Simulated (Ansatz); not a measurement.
The system is P.

```
P
1.0
    -1.69151    2.51517    1.85894
     1.69151   -2.51517    1.85894
     1.69151    2.51517   -1.85894
P
2
Direct
  0.69669 0.94669 0.75000
  0.30331 0.05331 0.25000
```

This isn't the form of P at room conditions, which is orthorhombic.

Program: Ansatz 0.2.0. Alike in all runs: potentials or basis Ansatz PAW; no spin polarisation; cell as given; k mesh 11 × 11 × 11; cutoff (eV) 420.

Problem. Order these runs on this cell by their pressure, lowest first.
A. level revPBE+D4; smearing gaussian 0.01 eV
B. level LDA; smearing gaussian 0.1 eV
C. level RPBE; smearing gaussian 0.1 eV

Solution. A (-5.2 GPa), B (-2.2 GPa), C (4.4 GPa).

Caveats: the PAW data sets come from PBE, with cores solved anew for the run's functional, which leaves a small shift of forces and pressure; pairwise dispersion overbinds metals, which lowers pressure and volume (some runs).
